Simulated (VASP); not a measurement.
# N (P4_2/mnm) in VASP: notebook, part 2 of 2

VASP 6.6.1. The steps go on from the part before.

**3. Single point, LDA**

INCAR

```
SYSTEM = N
PREC = Accurate
ENCUT = 520
EDIFF = 1E-6
ISMEAR = 0
SIGMA = 0.01
LREAL = .False.
LASPH = .True.
NELM = 100
ALGO = Normal
ISIF = 2
LWAVE = .False.
LCHARG = .True.
GGA = CA
LELF = .True.
LVHAR = .True.
NBANDS = 18
```

KPOINTS

```
Automatic mesh
0
Gamma
  3 3 2
  0.5 0.5 0.5
```

POSCAR

```
N
1.0
    4.0840619700      0.0000000000      0.0000000000
    0.0000000000      4.0840619700      0.0000000000
    0.0000000000      0.0000000000      5.3459132500
N
4
Direct
    0.9042752000      0.9042752000      0.0000000000
    0.5957248000      0.4042752000      0.5000000000
    0.0957248000      0.0957248000      0.0000000000
    0.4042752000      0.5957248000      0.5000000000
```

Potentials or basis: VASP PAW LDA potentials, release 64 (N).

Launch:

```sh
cat potpaw_LDA.64/N/POTCAR > POTCAR
mpirun -np 1 vasp_std > vasp.out
```

OUTCAR:

```text
SYSTEM = N
   PREC = Accurate
   ENCUT = 520
   EDIFF = 1E-6
   ISMEAR = 0
   LREAL = .False.
   LASPH = .True.
   NELM = 100
   ISIF = 2
   GGA = CA

 ion  position               nearest neighbor table
   1  0.904  0.904  0.000-   3 1.11
   2  0.596  0.404  0.500-   4 1.11
   3  0.096  0.096  0.000-   1 1.11
   4  0.404  0.596  0.500-   2 1.11

  LATTYP: Found a simple tetragonal cell.
 ALAT       =     4.0840619700
 C/A-ratio  =     1.3089696702

  Lattice vectors:

 A1 = (   4.0840619700,   0.0000000000,   0.0000000000)
 A2 = (   0.0000000000,   4.0840619700,   0.0000000000)
 A3 = (   0.0000000000,   0.0000000000,   5.3459132500)

Analysis of symmetry for initial positions (statically):
=====================================================================
 Subroutine PRICEL returns:
 Original cell was already a primitive cell.

 Routine SETGRP: Setting up the symmetry group for a
 simple tetragonal supercell.

 Subroutine GETGRP returns: Found 16 space group operations
 (whereof  8 operations were pure point group operations)
 out of a pool of 16 trial point group operations.

The static configuration has the point symmetry D_2h.
 The point group associated with its full space group is D_4h.

Analysis of symmetry for dynamics (positions and initial velocities):
=====================================================================
 Subroutine PRICEL returns:
 Original cell was already a primitive cell.

 Routine SETGRP: Setting up the symmetry group for a
 simple tetragonal supercell.

 Subroutine GETGRP returns: Found 16 space group operations
 (whereof  8 operations were pure point group operations)
 out of a pool of 16 trial point group operations.

The dynamic configuration has the point symmetry D_2h.
 The point group associated with its full space group is D_4h.

 Subroutine INISYM returns: Found 16 space group operations
 (whereof  8 operations are pure point group operations),
 and found     1 'primitive' translations

----------------------------------------------------------------------------------------

                                     Primitive cell

  volume of cell :      89.1675

  direct lattice vectors                    reciprocal lattice vectors
     4.084061970  0.000000000  0.000000000     0.244854267  0.000000000  0.000000000
     0.000000000  4.084061970  0.000000000     0.000000000  0.244854267  0.000000000
     0.000000000  0.000000000  5.345913250     0.000000000  0.000000000  0.187058778

  length of vectors
     4.084061970  4.084061970  5.345913250     0.244854267  0.244854267  0.187058778

  position of ions in fractional coordinates (direct lattice)
     0.904275200  0.904275200  0.000000000
     0.595724800  0.404275200  0.500000000
     0.095724800  0.095724800  0.000000000
     0.404275200  0.595724800  0.500000000

  ion indices of the primitive-cell ions
   primitive index   ion index
                 1           1
                 2           2
                 3           3
                 4           4

----------------------------------------------------------------------------------------

 KPOINTS: Automatic mesh

Automatic generation of k-mesh.
 Grid dimensions read from file:
 generate k-points for:    3    3    2

 Generating k-lattice:

  Cartesian coordinates                     Fractional coordinates (reciprocal lattice)
     0.081618089  0.000000000  0.000000000     0.333333333  0.000000000  0.000000000
     0.000000000  0.081618089  0.000000000     0.000000000  0.333333333  0.000000000
     0.000000000  0.000000000  0.093529389     0.000000000  0.000000000  0.500000000

  Length of vectors
     0.081618089  0.081618089  0.093529389

  Shift w.r.t. Gamma in fractional coordinates (k-lattice)
     0.500000000  0.500000000  0.500000000

 Subroutine IBZKPT returns following result:
 ===========================================

 Found      3 irreducible k-points:

 Following reciprocal coordinates:
            Coordinates               Weight
  0.166667  0.166667  0.250000      8.000000
  0.500000  0.166667  0.250000      8.000000
  0.500000  0.500000  0.250000      2.000000
   k-points           NKPTS =      3   k-points in BZ     NKDIM =      3   number of bands    NBANDS=     18
   number of dos      NEDOS =    301   number of ions     NIONS =      4
   total plane-waves  NPLWV =  36000
   dimension x,y,z NGX =    30 NGY =   30 NGZ =   40
   dimension x,y,z NGXF=    60 NGYF=   60 NGZF=   80
   ions per type =               4
   NGX,Y,Z   is equivalent  to a cutoff of  12.21, 12.21, 12.44 a.u.
   NGXF,Y,Z  is equivalent  to a cutoff of  24.42, 24.42, 24.88 a.u.
 SYSTEM =  N
   PREC   = accura    normal or accurate (medium, high low for compatibility)
   ISTART =      0    job   : 0-new  1-cont  2-samecut
   ICHARG =      2    charge: 1-file 2-atom 10-const
   ISPIN  =      1    spin polarized calculation?
   LNONCOLLINEAR =      F non collinear calculations
   LSORBIT =      F    spin-orbit coupling
   LASPH  =      T    aspherical Exc in radial PAW
   ENCUT  =  520.0 eV  38.22 Ry    6.18 a.u.   7.59  7.59  9.94*2*pi/ulx,y,z
   NELM   =    100;   NELMIN=  2; NELMDL= -5     # of ELM steps
   EDIFF  = 0.1E-05   stopping-criterion for ELM
   LREAL  =      F    real-space projection
   EDIFFG = 0.1E-04   stopping-criterion for IOM
   NSW    =      0    number of steps for IOM
   IBRION =     -1    ionic relax: 0-MD 1-quasi-New 2-CG
   NFREE  =      0    steps in history (QN), initial steepest desc. (CG)
   ISIF   =      2    stress and relaxation
   ISYM   =      2    0-nonsym 1-usesym 2-fastsym
   POTIM  = 0.5000    time-step for ionic-motion
   TEBEG  =    0.0;   TEEND  =   0.0 temperature during run
   PSTRESS=    0.0 pullay stress
   NELECT =      20.0000    total number of electrons
   NUPDOWN=      -1.0000    fix difference up-down
   EMIN   =  10.00;   EMAX   =-10.00  energy-range for DOS
   EFERMI =   0.00;   METHOD = LEGACY
   ISMEAR =     0;   SIGMA  =   0.01  broadening in eV -4-tet -1-fermi 0-gaus
   EFERMI_NEDOS =   21; number of points for ismear=-14 and -15
   IALGO  =     38    algorithm
   IMIX   =      4    mixing-type and parameters
     AMIX     =   0.40;   BMIX     =  1.00
     AMIX_MAG =   1.60;   BMIX_MAG =  1.00
  volume/ion in A,a.u.               =      22.29       150.43
  Fermi-wavevector in a.u.,A,eV,Ry     =   0.994678  1.879669 13.461399  0.989385
  Thomas-Fermi vector in A             =   2.126646
   LORBIT       =      0    0 simple, 1 ext, 2 COOP (PROOUT), +10 PAW based schemes
   GGA     = CA    functional components
   LHFCALC =     F    Hartree Fock is set to
   AEXX    =    0.0000 exact exchange contribution
   IVDW    =     0    specifies the selected vdW correction
   LEPSILON=     F    determine dielectric tensor
   LRPA    =     F    only Hartree local field effects (RPA)
 non-spin polarized calculation
 Gauss-broadening in eV      SIGMA  =   0.01
  energy-cutoff  :      520.00
  volume of cell :       89.17
 maximum number of plane-waves:      2408
   NGX = 15   NGY = 15   NGZ = 19

 number of electron      20.0000002 magnetization

 Free energy of the ion-electron system (eV)
  ---------------------------------------------------
  ext. energy  EPLUGINS =         0.00000000
  ---------------------------------------------------
  free energy    TOTEN  =       -35.19012556 eV

  energy without entropy =      -35.19012556  energy(sigma->0) =      -35.19012556

 E-fermi :  -6.4878     XC(G=0):  -7.0349

 val. band max:       -6.6099752521   @ k =   0.5000   0.5000   0.2500
 cond. band min:       0.5776326914   @ k =   0.1667   0.1667   0.2500
 fundamental gap:      7.1876079436
 Fermi energy:        -6.4877618738

 k-point     1 :       0.1667    0.1667    0.2500
  band No.  band energies     occupation
      1     -24.8332      2.00000
      2     -24.7984      2.00000
      3      -9.9114      2.00000
      4      -9.8653      2.00000
      5      -8.6291      2.00000
      6      -8.3843      2.00000
[... 10 lines left out ...]
     17       7.6533      0.00000
     18       9.5269      0.00000

 k-point     2 :       0.5000    0.1667    0.2500
  band No.  band energies     occupation
      1     -24.8065      2.00000
      2     -24.8065      2.00000
      3     -10.0737      2.00000
      4     -10.0737      2.00000
      5      -8.4808      2.00000
      6      -8.4808      2.00000
[... 10 lines left out ...]
     17       8.0884      0.00000
     18       8.0884      0.00000

 k-point     3 :       0.5000    0.5000    0.2500
  band No.  band energies     occupation
      1     -24.7973      2.00000
      2     -24.7973      2.00000
      3     -10.1801      2.00000
      4     -10.1801      2.00000
      5      -8.5246      2.00000
      6      -8.5246      2.00000
[... 10 lines left out ...]
     17       7.2335      0.00000
     18       7.2335      0.00000

------------------------ aborting loop because EDIFF is reached ----------------------------------------

  FORCE on cell =-STRESS in cart. coord.  units (eV):
  Direction    XX          YY          ZZ          XY          YZ          ZX
  --------------------------------------------------------------------------------------
  -------------------------------------------------------------------------------------
  Total       -0.8124329     -0.8124329     -0.4010171     -0.0000000      0.0000000      0.0000000
  in kB      -14.5979392    -14.5979392     -7.2055464     -0.0000000      0.0000000      0.0000000
  external PRESSURE =     -12.1338082 kB  Pullay stress =       0.0000000 kB

 VOLUME and BASIS-vectors are now :
 -----------------------------------------------------------------------------
  energy-cutoff  :      520.00
  volume of cell :       89.17
      direct lattice vectors                 reciprocal lattice vectors
     4.084061970  0.000000000  0.000000000     0.244854267  0.000000000  0.000000000
     0.000000000  4.084061970  0.000000000     0.000000000  0.244854267  0.000000000
     0.000000000  0.000000000  5.345913250     0.000000000  0.000000000  0.187058778

 POSITION                                       TOTAL-FORCE (eV/Angst)
 -----------------------------------------------------------------------------------
      3.69312      3.69312      0.00000         0.259626      0.259626     -0.000000
      2.43298      1.65108      2.67296        -0.259626      0.259626      0.000000
      0.39095      0.39095      0.00000        -0.259626     -0.259626      0.000000
      1.65108      2.43298      2.67296         0.259626     -0.259626      0.000000
 -----------------------------------------------------------------------------------
    total drift:                               -0.000000     -0.000000      0.000000

  FREE ENERGIE OF THE ION-ELECTRON SYSTEM (eV)
  ---------------------------------------------------
  free  energy   TOTEN  =       -35.1901255575 eV

  energy  without entropy=      -35.1901255575  energy(sigma->0) =      -35.19012556
```

OSZICAR:

```text
N       E                     dE             d eps       ncg     rms          rms(c)
DAV:   1     0.918552180125E+02    0.91855E+02   -0.88156E+03   108   0.922E+02
DAV:   2    -0.285772113436E+02   -0.12043E+03   -0.11808E+03   128   0.201E+02
DAV:   3    -0.369493687930E+02   -0.83722E+01   -0.83009E+01   132   0.570E+01
DAV:   4    -0.370001914804E+02   -0.50823E-01   -0.50790E-01   128   0.532E+00
DAV:   5    -0.370005507485E+02   -0.35927E-03   -0.35924E-03   116   0.441E-01    0.111E+01
DAV:   6    -0.355399189964E+02    0.14606E+01   -0.17593E+00   114   0.883E+00    0.626E+00
DAV:   7    -0.352031415099E+02    0.33678E+00   -0.97022E-01   130   0.673E+00    0.172E+00
DAV:   8    -0.351903461027E+02    0.12795E-01   -0.65142E-02   118   0.162E+00    0.244E-01
DAV:   9    -0.351901326905E+02    0.21341E-03   -0.29473E-03   118   0.356E-01    0.120E-01
DAV:  10    -0.351901360785E+02   -0.33880E-05   -0.40987E-04   124   0.137E-01    0.332E-02
DAV:  11    -0.351901255030E+02    0.10576E-04   -0.18447E-05   114   0.327E-02    0.493E-03
DAV:  12    -0.351901255575E+02   -0.54521E-07   -0.34836E-06   120   0.126E-02
   1 F= -.35190126E+02 E0= -.35190126E+02  d E =-.170417E-67
```

stdout:

```text
POSCAR found type information on POSCAR N
 POSCAR found :  1 types and       4 ions
 scaLAPACK will be used
 LDA part: xc-table for (Slater(with rela. corr.)+CA(PZ))
 , standard interpolation
 POSCAR, INCAR and KPOINTS ok, starting setup
 FFT: planning ... GRIDC
 FFT: planning ... GRID_SOFT
 FFT: planning ... GRID
 WAVECAR not read
 entering main loop
```

Run time: 7 s. Hardware: 1 thread of Intel Xeon Platinum 8259CL at 2.50GHz (Skylake/Cascade Lake), shared host; peak memory 0.14 GiB.

Results:

* Free energy: -35.1901 eV
* Pressure: -1.2 GPa
* Largest force: 0.367 eV/Å
* Band gap on the k mesh: 7.19 eV, indirect (least direct gap 7.36 eV)

Forces in eV/Å, atoms in the order of the input:
```
N    0.260  0.260  0.000
N   -0.260  0.260  0.000
N   -0.260 -0.260  0.000
N    0.260 -0.260  0.000
```

Stress tensor (GPa, compression positive):
```
-1.46  0.00  0.00
 0.00 -1.46  0.00
 0.00  0.00 -0.72
```

Caveat: the k mesh is coarse (spacing up to 0.59 Å⁻¹), so the values aren't converged; the standard files for N, O and F lose accuracy on very short bonds.
